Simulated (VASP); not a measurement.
Write the native input for VASP 6.6.1 that does the following.

```
Task                   : relaxation of cell and atoms
Functional             : PBE
Potentials or basis    : VASP PAW PBE potentials, release 64 (In_d, Se)
Cutoff                 : 600 eV
k mesh                 : 5 × 5 × 5
Occupations            : fermi-dirac, width 0.05 eV
Spin                   : no spin polarisation
Further INCAR settings : ALGO = Normal; EDIFF = 1e-07; IBRION = 2; EDIFFG = -0.005; NSW = 60; ISIF = 3
```

The structure of InSe lies in POSCAR:

```
InSe
1.0
    5.8263928781     -2.0546489550      0.0000000000
    5.8263928781      2.0546489550      0.0000000000
   -1.7232330140      0.0000000000      4.7713478577
In Se
2 2
Direct
    0.8882032500      0.8882032500      0.0468413600
    0.1117967500      0.1117967500      0.9531586400
    0.6609275900      0.6609275900      0.6689556200
    0.3390724100      0.3390724100      0.3310443800
```

The cell comes from a database or a generator and needn't be the stable form of this composition.

One way to write it, as run:

INCAR

```
SYSTEM = InSe
PREC = Accurate
ENCUT = 600
EDIFF = 1E-7
ISMEAR = -1
SIGMA = 0.05
LREAL = .False.
LASPH = .True.
NELM = 100
ALGO = Normal
ISIF = 3
LWAVE = .False.
LCHARG = .False.
GGA = PE
IBRION = 2
NSW = 60
EDIFFG = -0.005
```

KPOINTS

```
Automatic mesh
0
Gamma
  5 5 5
  0 0 0
```

Potentials or basis: VASP PAW PBE potentials, release 64 (In_d, Se).

Command:

```sh
$ cat potpaw_PBE.64/In_d/POTCAR potpaw_PBE.64/Se/POTCAR > POTCAR
$ mpirun -np 1 vasp_std > vasp.out
```

Results of the run:

```yaml
Relaxed_volume: 31.87 Å³/atom
Relaxed_cell: a = 6.115 Å, b = 6.115 Å, c = 5.645 Å, α = 107.27°, β = 107.27°, γ = 39.52°
Space_group_after_relaxing_to_0.05_Å: C2/m (No. 12)
Energy_gained_by_relaxing: 6.5 meV/atom
Ionic_steps: 38
Pressure_after_relaxing: 0.0 GPa
Largest_force_after_relaxing: 0.005 eV/Å
Band_gap_on_the_k_mesh: 1.13 eV, direct
```

Caveat: spin-orbit coupling is left out, which moves the levels of the heavy elements; an odd mesh through Γ misses points on the zone boundary, where band edges often lie.

Wall time 67 min on 1 thread of Intel(R) Xeon(R) Platinum 8259CL CPU @ 2.50GHz (Skylake/Cascade Lake), with other jobs on the host, peak memory 0.4 GiB.
